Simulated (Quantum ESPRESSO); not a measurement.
# HfC (P6_3/mmc) in Quantum ESPRESSO: a series of runs

One crystal, HfC, is run at these levels: r2SCAN; tasks: single point, equation of state.

All numbers are computed with Quantum ESPRESSO 7.5; they aren't measurements. Logs are shortened: lines on timing, memory, paths and dates and some standing lists are left out, and cuts for length are marked.

## Step 1: The crystal as given

The structure is hexagonal, space group P6_3/mmc (No. 194). Conventional cell: a = 3.343 Å, b = 3.343 Å, c = 5.203 Å, α = 90.00°, β = 90.00°, γ = 120.00°. Around Hf (site symmetry -6m2) lie 6 C at 2.33 Å. C (site symmetry -3m) is surrounded by 6 Hf at 2.33 Å and 2 C at 2.60 Å.

The cell comes from a database or a generator and needn't be the stable form of this composition.

## Step 2: Single point, r2SCAN, 11.83 Å³/atom

Input file pw.in:

```
&CONTROL
  calculation = 'scf'
  prefix = 'pwscf'
  outdir = './tmp'
  pseudo_dir = './pseudo'
  tprnfor = .true.
  tstress = .true.
  disk_io = 'nowf'
/
&SYSTEM
  ibrav = 0
  nat = 4
  ntyp = 2
  ecutwfc = 88
  nbnd = 40
  input_dft = 'r2scan'
  occupations = 'smearing'
  smearing = 'fd'
  degauss = 0.00367493
  nosym = .true.
  nr1 = 48
  nr2 = 48
  nr3 = 60
/
&ELECTRONS
  conv_thr = 1d-08
  electron_maxstep = 120
  mixing_beta = 0.5
/
ATOMIC_SPECIES
Hf   178.4900 Hf_ONCV_PBE-1.2.upf
C     12.0110 C_ONCV_PBE-1.2.upf
CELL_PARAMETERS angstrom
   3.2746251489    0.0000000000    0.0000000000
  -1.6373125744    2.8359085668    0.0000000000
   0.0000000000    0.0000000000    5.0965063620
ATOMIC_POSITIONS crystal
Hf     0.3333333333    0.6666666667    0.2500000000
Hf     0.6666666667    0.3333333333    0.7500000000
C      0.0000000000    0.0000000000    0.5000000000
C      0.0000000000    0.0000000000    0.0000000000
K_POINTS automatic
5 5 3 0 0 0
```

Potentials or basis: SG15 PBE 1.2.

On the command line:

```console
OMP_NUM_THREADS=1 mpirun -n 2 pw.x -nk 2 -in pw.in > pw.out
```

pw.out:

```text
This program is part of the open-source Quantum ESPRESSO suite
     for quantum simulation of materials; please cite
         "P. Giannozzi et al., J. Phys.:Condens. Matter 21 395502 (2009);
         "P. Giannozzi et al., J. Phys.:Condens. Matter 29 465901 (2017);
         "P. Giannozzi et al., J. Chem. Phys. 152 154105 (2020);
     in publications or presentations arising from this work. More details at

     IMPORTANT: XC functional enforced from input :
     Exchange-correlation= R2SCAN
                           (   0   0   0   0   0 497 498)
     Any further DFT definition will be discarded
     Please, verify this is what you really want

     K-points division:     npool     =       2
     Subspace diagonalization in iterative solution of the eigenvalue problem:
     a serial algorithm will be used

     G-vector sticks info
     --------------------
     sticks:   dense  smooth     PW     G-vecs:    dense   smooth      PW
     Sum         931     931    283                35583    35583    5737

     Using Slab Decomposition

     bravais-lattice index     =            0
     lattice parameter (alat)  =       6.1881  a.u.
     unit-cell volume          =     319.3912 (a.u.)^3
     number of atoms/cell      =            4
     number of atomic types    =            2
     number of electrons       =        60.00
     number of Kohn-Sham states=           40
     kinetic-energy cutoff     =      88.0000  Ry
     charge density cutoff     =     352.0000  Ry
     scf convergence threshold =      1.0E-08
     mixing beta               =       0.5000
     number of iterations used =            8  plain     mixing
     Exchange-correlation= R2SCAN
                           (   0   0   0   0   0 497 498)

     celldm(1)=   6.188145  celldm(2)=   0.000000  celldm(3)=   0.000000
     celldm(4)=   0.000000  celldm(5)=   0.000000  celldm(6)=   0.000000

     crystal axes: (cart. coord. in units of alat)
               a(1) = (   1.000000   0.000000   0.000000 )
               a(2) = (  -0.500000   0.866025   0.000000 )
               a(3) = (   0.000000   0.000000   1.556363 )

     reciprocal axes: (cart. coord. in units 2 pi/alat)
               b(1) = (  1.000000  0.577350 -0.000000 )
               b(2) = (  0.000000  1.154701  0.000000 )
               b(3) = (  0.000000 -0.000000  0.642524 )

     PseudoPot. # 1 for Hf read from file:
     Hf_ONCV_PBE-1.2.upf
     Pseudo is Norm-conserving, Zval = 26.0
     Generated using ONCVPSP code by D. R. Hamann
     Using radial grid of  602 points,  8 beta functions with:
                l(1) =   0
                l(2) =   0
                l(3) =   1
                l(4) =   1
                l(5) =   2
                l(6) =   2
                l(7) =   3
                l(8) =   3

     PseudoPot. # 2 for C  read from file:
     C_ONCV_PBE-1.2.upf
     Pseudo is Norm-conserving, Zval =  4.0
     Generated using ONCVPSP code by D. R. Hamann
     Using radial grid of  602 points,  4 beta functions with:
                l(1) =   0
                l(2) =   0
                l(3) =   1
                l(4) =   1

     atomic species   valence    mass     pseudopotential
     Hf               26.00   178.49000     Hf( 1.00)
     C                 4.00    12.01100     C ( 1.00)

     No symmetry found

   Cartesian axes

     site n.     atom                  positions (alat units)
         1        Hf     tau(   1) = (  -0.0000000   0.5773503   0.3890908  )
         2        Hf     tau(   2) = (   0.5000000   0.2886751   1.1672725  )
         3        C      tau(   3) = (   0.0000000   0.0000000   0.7781816  )
         4        C      tau(   4) = (   0.0000000   0.0000000   0.0000000  )

     number of k points=    38  Fermi-Dirac smearing, width (Ry)=  0.0037
                       cart. coord. in units 2pi/alat
        k(    1) = (   0.0000000   0.0000000   0.0000000), wk =   0.0266667
        k(    2) = (   0.0000000   0.0000000   0.2141745), wk =   0.0533333
        k(    3) = (   0.0000000   0.2309401   0.0000000), wk =   0.0533333
        k(    4) = (   0.0000000   0.2309401   0.2141745), wk =   0.0533333
        k(    5) = (   0.0000000   0.2309401  -0.2141745), wk =   0.0533333
        k(    6) = (   0.0000000   0.4618802   0.0000000), wk =   0.0533333
[... 30 lines left out ...]
        k(   37) = (   0.4000000  -0.0000000   0.2141745), wk =   0.0533333
        k(   38) = (   0.4000000  -0.0000000  -0.2141745), wk =   0.0533333

     Dense  grid:    35583 G-vectors     FFT dimensions: (  48,  48,  60)

     WARNING: libxc functional with ID  497 depends
      on external parameters: check the user_guide of
      QE if you need to modify them or to check their
      default values.

     WARNING: libxc functional with ID  498 depends
      on external parameters: check the user_guide of
      QE if you need to modify them or to check their
      default values.

     Initial potential from superposition of free atoms

     starting charge      59.7430, renormalised to      60.0000
     Starting wfcs are random

     Self-consistent Calculation

     iteration #  1     ecut=    88.00 Ry     beta= 0.50
     Davidson diagonalization with overlap
     ethr =  1.00E-02,  avg # of iterations = 12.1

     total energy              =    -914.73715794 Ry
     estimated scf accuracy    <     120.15693378 Ry

     iteration #  2     ecut=    88.00 Ry     beta= 0.50
     Davidson diagonalization with overlap
     ethr =  1.00E-02,  avg # of iterations =  1.1
[... 71 lines left out ...]
     total energy              =    -915.42009167 Ry
     estimated scf accuracy    <       0.00000015 Ry

     iteration # 13     ecut=    88.00 Ry     beta= 0.50
     Davidson diagonalization with overlap
     ethr =  2.55E-10,  avg # of iterations =  1.0

     End of self-consistent calculation

          k = 0.0000 0.0000 0.0000 (  4433 PWs)   bands (ev):

   -38.0370 -37.9718  -6.6870  -6.0104  -6.0104  -5.9119  -5.9119  -5.8204
    11.4530  14.7334  14.8248  14.8562  14.8799  14.8799  14.9084  14.9351
    14.9351  14.9597  14.9597  14.9667  14.9667  14.9682  14.9731  16.3986
    18.2797  22.1260  22.1260  24.2916  24.2916  26.7102  27.0609  27.0609
    27.5650  27.5650  28.3788  29.4555  30.4445  34.4308  34.4312  35.0448

          k = 0.0000 0.0000 0.2142 (  4445 PWs)   bands (ev):
[... 289 lines left out ...]
   -37.9896 -37.9721  -6.5011  -6.4434  -6.1787  -6.1481  -6.0526  -5.9350
    13.6015  14.1904  14.8890  14.8992  14.9026  14.9055  14.9133  14.9278
    14.9314  14.9370  14.9484  14.9589  14.9679  14.9807  15.0418  15.3150
    20.4211  21.3858  21.6203  22.3064  23.1525  24.3784  25.5754  27.9135
    30.5627  30.5928  30.8816  31.4347  32.9507  33.0689  33.9798  34.4041

     the Fermi energy is    25.4742 ev

!    total energy              =    -915.42009167 Ry
     estimated scf accuracy    <          3.9E-09 Ry
     smearing contrib. (-TS)   =      -0.00056748 Ry
     internal energy E=F+TS    =    -915.41952420 Ry

     The total energy is F=E-TS. E is the sum of the following terms:
     one-electron contribution =    -239.59817861 Ry
     hartree contribution      =     195.31433169 Ry
     xc contribution           =     -81.93712423 Ry
     ewald contribution        =    -789.19855305 Ry

     convergence has been achieved in  13 iterations

     Forces acting on atoms (cartesian axes, Ry/au):

     atom    1 type  1   force =    -0.00000690    0.00000563    0.00002447
     atom    2 type  1   force =     0.00000295    0.00000013   -0.00001690
     atom    3 type  2   force =     0.00000194   -0.00000288   -0.00000776
     atom    4 type  2   force =     0.00000202   -0.00000288    0.00000020

     Total force =     0.000033     Total SCF correction =     0.000097
     SCF correction compared to forces is large: reduce conv_thr to get better values

     Computing stress (Cartesian axis) and pressure

          total   stress  (Ry/bohr**3)                   (kbar)     P=       38.16
   0.00015950  -0.00000000  -0.00000000           23.46       -0.00       -0.00
  -0.00000000   0.00015949   0.00000001           -0.00       23.46        0.00
  -0.00000000   0.00000001   0.00045922           -0.00        0.00       67.55

=------------------------------------------------------------------------------=
   JOB DONE.
=------------------------------------------------------------------------------=
```

It took 5 min on 2 MPI ranks of Arm Neoverse V1, shared host; peak memory 0.32 GiB.

Results:

- Free energy: -12454.9248 eV
- Pressure: 3.8 GPa
- Band gap on the k mesh: none (metal or under the smearing width)

Caveat: the k mesh is coarse (spacing up to 0.44 Å⁻¹), so the values aren't converged; the potentials were made for another functional, which shifts forces and pressure.

## Step 3: Single point, r2SCAN, 12.08 Å³/atom

pw.in, as its differences from that of step 2:

```diff
@@ -33,5 +33,5 @@
 CELL_PARAMETERS angstrom
-   3.2746251489    0.0000000000    0.0000000000
-  -1.6373125744    2.8359085668    0.0000000000
-   0.0000000000    0.0000000000    5.0965063620
+   3.2976866492    0.0000000000    0.0000000000
+  -1.6488433246    2.8558804119    0.0000000000
+   0.0000000000    0.0000000000    5.1323984344
 ATOMIC_POSITIONS crystal
```

Potentials or basis: SG15 PBE 1.2.

On the command line:

```console
OMP_NUM_THREADS=1 mpirun -n 2 pw.x -nk 2 -in pw.in > pw.out
```

It took 5 min on 2 MPI ranks of Arm Neoverse V1, shared host; peak memory 0.34 GiB.

The run converged. Its results:

```
Free energy            : -12454.9315 eV
Pressure               : -1.6 GPa
Band gap on the k mesh : none (metal or under the smearing width)
```

Caveat: the k mesh is coarse (spacing up to 0.44 Å⁻¹), so the values aren't converged; the potentials were made for another functional, which shifts forces and pressure.

## Step 4: Single point, r2SCAN, 12.34 Å³/atom

pw.in, as its differences from that of step 3:

```diff
@@ -33,5 +33,5 @@
 CELL_PARAMETERS angstrom
-   3.2976866492    0.0000000000    0.0000000000
-  -1.6488433246    2.8558804119    0.0000000000
-   0.0000000000    0.0000000000    5.1323984344
+   3.3204300345    0.0000000000    0.0000000000
+  -1.6602150172    2.8755767613    0.0000000000
+   0.0000000000    0.0000000000    5.1677954043
 ATOMIC_POSITIONS crystal
```

On the command line:

```console
OMP_NUM_THREADS=1 mpirun -n 2 pw.x -nk 2 -in pw.in > pw.out
```

It took 5.1 min on 2 MPI ranks of Arm Neoverse V1, shared host; peak memory 0.34 GiB.

Results (log left out):

| Property | Result |
| --- | --- |
| Free energy | -12454.9055 eV |
| Pressure | -6.6 GPa |
| Band gap on the k mesh | none (metal or under the smearing width) |

Caveat: the k mesh is coarse (spacing up to 0.44 Å⁻¹), so the values aren't converged; the potentials were made for another functional, which shifts forces and pressure.

## Step 5: Single point, r2SCAN, 12.59 Å³/atom

pw.in, as its differences from that of step 4:

```diff
@@ -33,5 +33,5 @@
 CELL_PARAMETERS angstrom
-   3.3204300345    0.0000000000    0.0000000000
-  -1.6602150172    2.8755767613    0.0000000000
-   0.0000000000    0.0000000000    5.1677954043
+   3.3428660531    0.0000000000    0.0000000000
+  -1.6714330265    2.8950069234    0.0000000000
+   0.0000000000    0.0000000000    5.2027140000
 ATOMIC_POSITIONS crystal
```

On the command line:

```console
OMP_NUM_THREADS=1 mpirun -n 2 pw.x -nk 2 -in pw.in > pw.out
```

Wall time 5.4 min (2 MPI ranks of Arm Neoverse V1, shared host); peak memory 0.34 GiB.

It converged, with:

- Free energy: -12454.8501 eV
- Pressure: -11.0 GPa
- Band gap on the k mesh: none (metal or under the smearing width)

Caveat: the k mesh is coarse (spacing up to 0.43 Å⁻¹), so the values aren't converged; the potentials were made for another functional, which shifts forces and pressure.

## Step 6: Single point, r2SCAN, 12.84 Å³/atom

pw.in, as its differences from that of step 5:

```diff
@@ -33,5 +33,5 @@
 CELL_PARAMETERS angstrom
-   3.3428660531    0.0000000000    0.0000000000
-  -1.6714330265    2.8950069234    0.0000000000
-   0.0000000000    0.0000000000    5.2027140000
+   3.3650048841    0.0000000000    0.0000000000
+  -1.6825024420    2.9141797134    0.0000000000
+   0.0000000000    0.0000000000    5.2371700637
 ATOMIC_POSITIONS crystal
```

Potentials or basis: SG15 PBE 1.2.

On the command line:

```console
OMP_NUM_THREADS=1 mpirun -n 2 pw.x -nk 2 -in pw.in > pw.out
```

Wall time 5.4 min (2 MPI ranks of Arm Neoverse V1, shared host); peak memory 0.34 GiB.

It converged, with:

```
Free energy            : -12454.7681 eV
Pressure               : -15.0 GPa
Band gap on the k mesh : none (metal or under the smearing width)
```

Caveat: the k mesh is coarse (spacing up to 0.43 Å⁻¹), so the values aren't converged; the potentials were made for another functional, which shifts forces and pressure.

## Step 7: Single point, r2SCAN, 13.09 Å³/atom

pw.in, as its differences from that of step 6:

```diff
@@ -33,5 +33,5 @@
 CELL_PARAMETERS angstrom
-   3.3650048841    0.0000000000    0.0000000000
-  -1.6825024420    2.9141797134    0.0000000000
-   0.0000000000    0.0000000000    5.2371700637
+   3.3868561774    0.0000000000    0.0000000000
+  -1.6934280887    2.9331034886    0.0000000000
+   0.0000000000    0.0000000000    5.2711786145
 ATOMIC_POSITIONS crystal
```

On the command line:

```console
OMP_NUM_THREADS=1 mpirun -n 2 pw.x -nk 2 -in pw.in > pw.out
```

It took 5.7 min on 2 MPI ranks of Arm Neoverse V1, shared host; peak memory 0.34 GiB.

It converged, with:

| Property | Result |
| --- | --- |
| Free energy | -12454.6622 eV |
| Pressure | -18.6 GPa |
| Band gap on the k mesh | none (metal or under the smearing width) |

Caveat: the k mesh is coarse (spacing up to 0.43 Å⁻¹), so the values aren't converged; the potentials were made for another functional, which shifts forces and pressure.

## Step 8: Single point, r2SCAN, 13.34 Å³/atom

pw.in, as its differences from that of step 7:

```diff
@@ -33,5 +33,5 @@
 CELL_PARAMETERS angstrom
-   3.3868561774    0.0000000000    0.0000000000
-  -1.6934280887    2.9331034886    0.0000000000
-   0.0000000000    0.0000000000    5.2711786145
+   3.4084290914    0.0000000000    0.0000000000
+  -1.7042145456    2.9517861801    0.0000000000
+   0.0000000000    0.0000000000    5.3047539058
 ATOMIC_POSITIONS crystal
```

On the command line:

```console
OMP_NUM_THREADS=1 mpirun -n 2 pw.x -nk 2 -in pw.in > pw.out
```

It took 6 min on 2 MPI ranks of Arm Neoverse V1, shared host; peak memory 0.34 GiB.

The run converged. Its results:

```
Free energy            : -12454.5349 eV
Pressure               : -21.9 GPa
Band gap on the k mesh : none (metal or under the smearing width)
```

Caveat: the k mesh is coarse (spacing up to 0.43 Å⁻¹), so the values aren't converged; the potentials were made for another functional, which shifts forces and pressure.

## Step 9: Equation of state, r2SCAN

Potentials or basis: SG15 PBE 1.2.

This step only gathers the single runs of the series.

Results:

```
Equilibrium volume                        : 12.01 Å³/atom
Bulk modulus at fixed shape and positions : 256 GPa
Pressure derivative of the bulk modulus   : 4.0
```

Energy against volume, from the lowest point:
| volume (Å³/atom) | energy (meV/atom) |
| --- | --- |
| 11.832 | 1.66 |
| 12.084 | 0.00 |
| 12.336 | 6.50 |
| 12.587 | 20.35 |
| 12.839 | 40.85 |
| 13.091 | 67.32 |
| 13.343 | 99.16 |

Caveat: the k mesh is coarse (spacing up to 0.43 Å⁻¹), so the values aren't converged; the potentials were made for another functional, which shifts forces and pressure; the cell was scaled at fixed shape and fractional positions, which overstates the stiffness of a crystal with free parameters, most of all of layers and chains. Spin-orbit coupling is left out, which matters for the levels of Hf.
